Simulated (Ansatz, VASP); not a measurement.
## V in VASP and in Ansatz

INCAR

```
SYSTEM = V
PREC = Accurate ; ENCUT = 520
EDIFF = 1E-6 ; ISMEAR = 0
SIGMA = 0.15 ; LREAL = .False.
LASPH = .True. ; NELM = 100
ALGO = Fast ; ISIF = 2
LWAVE = .False. ; LCHARG = .False.
GGA = PS ; NBANDS = 20
```

The input KPOINTS:

```
regular mesh
0
Gamma
  21 21 10
  0 0 0
```

The input POSCAR:

```
V
1.0
    2.6042941027      0.0000000000      0.0000000000
   -1.3021470513      2.2553848518      0.0000000000
    0.0000000000      0.0000000000      4.5816359200
V
2
Direct
    0.6666666667      0.3333333333      0.7500000000
    0.3333333333      0.6666666667      0.2500000000
```

Input for Ansatz:

```yaml
crystal:
  lattice:
    - [2.6042941027, 0.0, 0.0]
    - [-1.3021470513, 2.2553848518, 0.0]
    - [0.0, 0.0, 4.58163592]
  atoms:
    - { symbol: V, position: [0.6666666667, 0.3333333333, 0.75] }
    - { symbol: V, position: [0.3333333333, 0.6666666667, 0.25] }
basis:
  ecutwfc: 420
kpoints:
  mp_grid: { grid: [21, 21, 10] }
hamiltonian:
  xc: pbesol
scf:
  occupations: { method: gaussian, width: 0.15 }
output:
  forces: true
  stress: true
  eigenvalues: true
```

Change from the starting cell: strain +0.000 along x and y, -0.030 along z, atoms carried along.

Alike in both runs: task single point; functional PBEsol; k mesh 21 × 21 × 10; occupations gaussian, width 0.15 eV; no spin polarisation.

|  | VASP | Ansatz |
| --- | --- | --- |
| version | VASP 6.6.1 | Ansatz 0.2.0 |
| potentials or method | VASP PAW PBE potentials, release 64 (V_sv) | scalar-relativistic, plane waves, PAW |
| plane-wave cutoff (eV) | 520 | 420 |
| valence electrons in the cell | 26 | 26 |

|  | VASP | Ansatz | Ansatz less VASP |
| --- | --- | --- | --- |
| gap on the k mesh at the Fermi level (eV) | none | none | - |
| pressure (GPa) | -1.6 | -1.8 | -0.22 |
| largest component of the traceless stress (GPa) | 2.86 | 2.82 | -0.040 |

A gap of «none» marks a metal or a gap that the smearing closes. The functional is the same, so the differences come from potentials, cutoffs and numerics.

Caveats: the PAW data sets were made with another functional, which shifts forces and pressure a little (VASP).
